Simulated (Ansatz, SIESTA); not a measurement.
# TiO2: programs and potentials compared

```xyz
3
Lattice="1.4973 0.8645 6.9815 -1.4973 0.8645 6.9815 0.0000 -1.7290 6.9815" Properties=species:S:1:pos:R:3 pbc="T T T"
Ti    0.0000    0.0000    0.0000
O     0.0000    0.0000    7.9492
O     0.0000    0.0000   12.9955
```

Measurements of this composition are mostly on another form, of space group No. 141.

Alike in all runs: task band structure; functional PBEsol; k mesh 10 × 10 × 10; occupations fermi-dirac, width 0.05 eV; no spin polarisation; no spin-orbit coupling. Pressure is positive in compression and, in plane waves, holds the error of the finite cutoff, which Ansatz's Pulay term estimates and takes out. Gaps are the smaller of the mesh's and the band path's.

```csv
program and potentials,plane-wave cutoff (eV),notes,band gap (eV),pressure (GPa),largest force (eV/Å)
"Ansatz, Ansatz PAW",420,"potentials made for PBE, which Ansatz adapts in part; Pulay term of +0.47 GPa included",2.65,-4.30,0.440
"Ansatz, all-electron LAPW, scalar-relativistic",-,-,2.67,-4.30,0.439
"SIESTA, files PseudoDojo sr-pbesol-0.4.1-standard, DZP (energy shift 0.003 Ry; two zetas on semicore shells)",-,atomic basis,2.56,-1.84,0.084
```

Force on atom 2 (O), eV/Å:

```json
{"program and potentials": "Ansatz, Ansatz PAW", "x": "0.000", "y": "0.000", "z": "-0.440"}
{"program and potentials": "Ansatz, all-electron LAPW, scalar-relativistic", "x": "0.000", "y": "0.000", "z": "-0.439"}
{"program and potentials": "SIESTA, files PseudoDojo sr-pbesol-0.4.1-standard, DZP (energy shift 0.003 Ry; two zetas on semicore shells)", "x": "0.000", "y": "0.000", "z": "-0.084"}
```

The band gap spans 2.56 (SIESTA, files PseudoDojo sr-pbesol-0.4.1-standard, DZP (energy shift 0.003 Ry; two zetas on semicore shells)) to 2.67 eV (Ansatz, all-electron LAPW, scalar-relativistic), with all-electron results at 2.67. The pressure spans -4.30 (Ansatz, Ansatz PAW) to -1.84 GPa (SIESTA, files PseudoDojo sr-pbesol-0.4.1-standard, DZP (energy shift 0.003 Ry; two zetas on semicore shells)), with all-electron results at -4.30. The paths' points differ, which is worth about 0.01 eV. Rows in atomic bases carry the error of their basis and grid, which can be large.

The functional is the same throughout but for its coding, so the spread measures potentials, basis and numerics; runs on potential files found faulty are left out.
